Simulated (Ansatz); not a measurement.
**BN: a prediction, then the measurements**

Theory: Ansatz 0.2.0, DFT PBE, scalar-relativistic, plane waves, PAW.

Plane waves to 420 eV, a k mesh through Γ of 12×12×12 on the computed 2-atom cell and Gaussian smearing (0.02 eV); no spin polarisation.

Relaxed structure:

```cif
data_structure
_symmetry_space_group_name_H-M 'F-43m'
_symmetry_Int_Tables_number 216
_cell_length_a 3.6247
_cell_length_b 3.6247
_cell_length_c 3.6247
_cell_angle_alpha 90.000
_cell_angle_beta 90.000
_cell_angle_gamma 90.000
_cell_volume 47.62
loop_
_atom_site_label
_atom_site_type_symbol
_atom_site_symmetry_multiplicity
_atom_site_Wyckoff_symbol
_atom_site_fract_x
_atom_site_fract_y
_atom_site_fract_z
_atom_site_occupancy
B1 B 4 a 0.00000 0.00000 0.00000 1
N1 N 4 d 0.25000 0.25000 0.75000 1
```

| Item | Value |
| --- | --- |
| Space group | F-43m (No. 216) |
| Volume per atom | 5.95 Å³ |
| Formation energy from the elements' standard states (uncorrected) | -1.174 eV/atom |
| Kohn–Sham band gap | 4.46 eV |
| Orbital (Löwdin) character of the top 1 eV of the valence band | N 2p 84 %, B 2p 15 % |
| Orbital (Löwdin) character of the lowest 1 eV of the conduction band | B 2p 55 %, N 2s 31 %, unprojected 10 % |
| Bulk modulus | 371 GPa |
| Its pressure derivative | 3.7 |
| Bader charge by site (e) | B (1 in the cell) 2.16, N (1 in the cell) -2.16 |

**Against measurements.**

A measured lattice constant a of BN is 3.6152 Å (295 K; “Equation of state of cubic boron nitride at high pressures and temperatures”, 2007, arxiv:cond-mat/0702656); the calculated 3.625 Å exceeds it by 0.3 %. The calculation is for 0 K without zero-point motion. A measured band gap of BN is 6.2 eV (indirect; a printed reference work (data compilation)); the calculated 4.46 eV falls short of it by 1.74 eV. Kohn–Sham gaps of semilocal functionals fall short of measured ones as a rule.

Another cell of BN relaxed alike, in P6_3/mmc, lies 77 meV/atom lower, so this cell isn't the stable form at this level.

It was relaxed from a cell as deposited in COD. Löwdin shares on free-atom orbitals overweight diffuse shells in the empty bands.
